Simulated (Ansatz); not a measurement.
Runs of Ansatz 0.2.0 on Au. The structure is cubic, space group Fm-3m (No. 225). The conventional cell has a = 4.070 Å, b = 4.070 Å, c = 4.070 Å, α = 90.00°, β = 90.00°, γ = 90.00°. Au (site symmetry m-3m) has 12 Au at 2.88 Å as nearest neighbours. 

| task | level | cell | cutoff (eV) | smearing | gap on the mesh (eV) | pressure (GPa) | relaxed volume (Å³/atom) |
| --- | --- | --- | --- | --- | --- | --- | --- |
| single point | PBE | as given | 249 | gaussian 0.022 eV | none | 10.8 | - |
| relaxation of cell and atoms | PBE+D4 | relaxed | - | fermi-dirac 0.05 eV | - | 0.0 | 17.31 |
| single point | PBE | as given | 249 | gaussian 0.019 eV | none | 10.8 | - |
| relaxation of cell and atoms | PBE+D3(BJ) | relaxed | - | fermi-dirac 0.05 eV | - | 0.0 | (a) |
| single point | PBE | as given | 249 | gaussian 0.025 eV | none | 10.8 | - |

Alike in all rows: potentials or basis all-electron LAPW, scalar-relativistic; no spin polarisation; k mesh 11 × 11 × 11; basis error allowed 0.001 eV/atom.

Problem. Fill in the values left out.

Solution. (a) 17.25.

A k mesh can miss the band edges, and the runs leave out spin-orbit coupling on Au.

A gap of «none» marks a metal or a gap under the smearing width.
